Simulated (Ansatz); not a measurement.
The calculation used DFT PBE, scalar-relativistic, plane waves, PAW (Ansatz). Settings: cutoff 420 eV, Γ-centred meshes spaced at most about 0.3 Å⁻¹, and about 0.25 Å⁻¹ or finer for metals (2π included), Gaussian smearing. No spin polarisation.

These are static total energies at zero pressure.

Task: Order these relaxed structures of Cd7S by energy, lowest first, with the energy over the lowest of them.
A.

```xyz
8
Lattice="-3.6159 3.6159 3.6159 3.6159 -3.6159 3.6159 3.6159 3.6159 -3.6159" Properties=species:S:1:pos:R:3 pbc="T T T"
Cd    3.6159    0.0000    0.0000
Cd    0.0000    3.6159    0.0000
Cd    0.0000    0.0000    3.6159
Cd    1.6017    1.6017    1.6017
Cd    2.0142    2.0142   -2.0142
Cd    2.0142   -2.0142    2.0142
Cd   -2.0142    2.0142    2.0142
S     0.0000    0.0000    0.0000
```

B.

```xyz
8
Lattice="3.8384 0.0000 0.0000 -1.9192 3.3241 0.0000 0.0000 0.0000 16.2194" Properties=species:S:1:pos:R:3 pbc="T T T"
Cd    1.9192    1.1080   14.8450
Cd    0.0000    0.0000    2.3935
Cd    0.0000    0.0000   10.5843
Cd    0.0000    2.2161   12.6913
Cd    0.0000    2.2161    4.3667
Cd    0.0000    0.0000    6.4367
Cd    0.0000    2.2161    8.5115
S     0.0000    0.0000   16.1101
```

C.

```xyz
8
Lattice="3.6132 0.0000 0.0000 -1.8066 3.1291 0.0000 0.0000 0.0000 16.9519" Properties=species:S:1:pos:R:3 pbc="T T T"
Cd    1.8066    1.0430   15.2486
Cd    0.0000    2.0861    1.7033
Cd    0.0000    2.0861   13.0327
Cd    1.8066    1.0430   10.7709
Cd    1.8066    1.0430    3.9192
Cd    0.0000    2.0861    6.1810
Cd    0.0000    0.0000    8.4760
S     0.0000    0.0000    0.0000
```

D.

```xyz
8
Lattice="5.9379 0.0000 0.0000 -2.9689 5.1423 0.0000 0.0000 0.0000 5.9934" Properties=species:S:1:pos:R:3 pbc="T T T"
Cd    0.0000    5.1416    0.0000
Cd    1.4839    2.5715    0.0000
Cd   -1.4839    2.5715    0.0000
Cd    1.4678    0.8475    2.9967
Cd    4.4700    0.8475    2.9967
Cd    2.9689    3.4474    2.9967
Cd    0.0000    3.4282    2.9967
S     0.0000    0.0000    0.0000
```

E.

```xyz
8
Lattice="0.0000 4.4547 4.4547 4.4547 0.0000 4.4547 4.4547 4.4547 0.0000" Properties=species:S:1:pos:R:3 pbc="T T T"
Cd    4.4547    2.2274    2.2274
Cd    2.2274    2.2274    4.4547
Cd    2.2274    4.4547    2.2274
Cd    0.0000    2.2274    2.2274
Cd    2.2274    0.0000    2.2274
Cd    4.4547    4.4547    4.4547
Cd    2.2274    2.2274    0.0000
S     0.0000    0.0000    0.0000
```

Result: C (0 meV/atom), B (35 meV/atom), E (52 meV/atom), D (71 meV/atom), A (133 meV/atom). Forms: C P-3m1; B P3m1; E Fm-3m; D P-6m2; A I-43m. Counting Cd atoms around S (those within 1.25 times the shortest such distance or 1.15 times the sum of covalent radii, 1.27 where that leaves under three; a plus sign parts nearer from farther groups; the shortest distance is added where it exceeds 1.18 times the sum of covalent radii): C has S 6; B has S 4; E has S 12 from 3.1 Å; D has S 6+6 from 3.0 Å; A has S 4. All come from invented guesses.

For metals, differences of a few meV/atom aren't resolved. Cells relaxed within their symmetry can be saddle points. Some structure types and database cells were kept out of the candidates from the start, so a known form may be missing.
